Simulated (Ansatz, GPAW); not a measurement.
This is a calculation of InAs for Ansatz 0.2.0. 

input.yaml

```yaml
crystal:
  lattice:
    - [0.0, 3.018, 3.018]
    - [3.018, 0.0, 3.018]
    - [3.018, 3.018, 0.0]
  atoms:
    - { symbol: In, position: [0.0, 0.0, 0.0] }
    - { symbol: As, position: [0.75, 0.75, 0.75] }
kpoints:
  mp_grid: { grid: [8, 8, 8] }
scf:
  occupations: { method: gaussian, width: 0.019 }
hamiltonian:
  xc: pbe
  pseudopotentials: { kind: all_electron, lapw: { basis_error: 0.001 } }
output:
  forces: true
  stress: true
  eigenvalues: true
```

Potentials or basis: all-electron LAPW, scalar-relativistic.

Command:

```bash
$ ansatz run input.yaml --threads 1 --pin off --max-ram 3072MiB --backend cpu --events-out ev --progress --plain --runs-dir out
```

**Question.** What does the same run look like in GPAW 26.7.0 (ASE script)? Potentials or basis there: GPAW PAW data sets (gpaw-data 1.2.1), cutoff 600 eV.

**Answer.** As run (cutoffs and basis follow the program's own potentials, and thresholds, step limits or extra output files can differ):

Contents of run.py:

```python
from ase.dft.bandgap import bandgap
from ase.io import read, write
from ase.units import Bohr, GPa
from gpaw import GPAW, PW
from gpaw.elf import elf_from_dft_calculation

atoms = read('InAs.xyz')

calc = GPAW(mode=PW(600),
            xc='PBE',
            kpts={'size': (8, 8, 8), 'gamma': True},
            occupations={'name': 'methfessel-paxton', 'order': 0, 'width': 0.019000000000000003},
            nbands=18,
            convergence={'density': 1e-05, 'energy': 1e-05},
            maxiter=150,
            txt='gpaw.txt')
atoms.calc = calc
energy = atoms.get_potential_energy()
forces = atoms.get_forces()
stress = atoms.get_stress()
calc.write('gs.gpw')
write('result.traj', atoms)
print(f'Energy: {energy:.6f} eV')
print('Forces (eV/A):')
print(forces.round(4))
print('Stress (GPa):', (stress / GPa).round(3))
print('Fermi level:', round(calc.get_fermi_level(), 4), 'eV')
print(f'Gap: {bandgap(calc)[0]:.4f} eV, direct: {bandgap(calc, direct=True)[0]:.4f} eV')

# fields on the real-space grid
write('density.cube', atoms, data=calc.get_pseudo_density() * Bohr**3)
write('potential.cube', atoms, data=calc.get_electrostatic_potential())
write('elf.cube', atoms, data=elf_from_dft_calculation(calc).data)
```

InAs.xyz

```xyz
2
Lattice="0.0000000000 3.0180000000 3.0180000000 3.0180000000 0.0000000000 3.0180000000 3.0180000000 3.0180000000 0.0000000000" Properties=species:S:1:pos:R:3 pbc="T T T"
In     0.0000000000      0.0000000000      0.0000000000
As     4.5270000000      4.5270000000      4.5270000000
```

Potentials or basis: GPAW PAW data sets (gpaw-data 1.2.1), pw.

Run with:

```console
$ OMP_NUM_THREADS=1 python run.py
```

Both were run:

|  | Ansatz | GPAW |
| --- | --- | --- |
| Pressure | 4.3 GPa | 4.0 GPa |

Where Ansatz's input types no cutoff or centring, it takes its own default and a Γ-centred mesh.

Pressure is positive in compression.
